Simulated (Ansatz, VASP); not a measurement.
One calculation of FeGe, two programs

File INCAR:

```
SYSTEM = FeGe
ALGO = Normal
EDIFF = 1E-7
ENCUT = 520
GGA = PE
ISIF = 2
ISMEAR = 0
ISPIN = 2
LASPH = .True.
LCHARG = .False.
LMAXMIX = 4
LORBIT = 11
LREAL = .False.
LWAVE = .False.
MAGMOM = 0 0 0 0 4 4 4 4
NBANDS = 58
NELM = 150
PREC = Accurate
SIGMA = 0.05
```

File KPOINTS:

```
k-points
0
Gamma
  5 5 5
  0 0 0
```

The input POSCAR:

```
FeGe
1.0
    4.6890000000      0.0000000000      0.0000000000
    0.0000000000      4.6890000000      0.0000000000
    0.0000000000      0.0000000000      4.6890000000
Ge Fe
4 4
Direct
    0.8420000000      0.8420000000      0.8420000000
    0.6580000000      0.1580000000      0.3420000000
    0.3420000000      0.6580000000      0.1580000000
    0.1580000000      0.3420000000      0.6580000000
    0.1350000000      0.1350000000      0.1350000000
    0.3650000000      0.8650000000      0.6350000000
    0.6350000000      0.3650000000      0.8650000000
    0.8650000000      0.6350000000      0.3650000000
```

Input for Ansatz:

```yaml
crystal:
  lattice:
    - [4.689, 0.0, 0.0]
    - [0.0, 4.689, 0.0]
    - [0.0, 0.0, 4.689]
  atoms:
    - { symbol: Ge, position: [0.842, 0.842, 0.842] }
    - { symbol: Ge, position: [0.658, 0.158, 0.342] }
    - { symbol: Ge, position: [0.342, 0.658, 0.158] }
    - { symbol: Ge, position: [0.158, 0.342, 0.658] }
    - { symbol: Fe, position: [0.135, 0.135, 0.135], spin: 4.0 }
    - { symbol: Fe, position: [0.365, 0.865, 0.635], spin: 4.0 }
    - { symbol: Fe, position: [0.635, 0.365, 0.865], spin: 4.0 }
    - { symbol: Fe, position: [0.865, 0.635, 0.365], spin: 4.0 }
magnetization:
  spin_polarized: true
hamiltonian:
  xc: pbe
  pseudopotentials: { kind: paw }
basis:
  ecutwfc: 420
kpoints:
  mp_grid: { grid: [5, 5, 5] }
scf:
  occupations: { method: gaussian, width: 0.05 }
  lower_state_search: "off"
output:
  forces: true
  stress: true
```

Alike in both runs: task single point; functional PBE; k mesh 5 × 5 × 5; occupations gaussian, width 0.05 eV; collinear spin.

```csv
,VASP,Ansatz
version,VASP 6.6.1,Ansatz 0.2.0
potentials or method,"VASP PAW PBE potentials, release 64 (Ge_d, Fe)","PAW, plane waves, scalar-relativistic"
plane-wave cutoff (eV),520,420
valence electrons in the cell,88,120
```

Ansatz gave:

```
pressure (GPa)                                                : -2.8
rms of the force components (eV/Å)                            : 0.036
net moment per atom (μB)                                      : 0.53
size of the moment on the site where the two differ most (μB) : 0.06
```

Task: Estimate VASP's values.

Result: Pressure (GPa): -2.6; rms of the force components (eV/Å): 0.029; net moment per atom (μB): 0.53; size of the moment on the site where the two differ most (μB): 0.08.

Site moments also hang on the region over which each program counts them. Atom by atom the forces differ by 0.008 eV/Å (rms over components). The two sets of potentials don't hold the same shells in valence.

Caveats: the moment fell far below its start of 4 μB, so a state of higher moment may lie lower in energy (VASP).
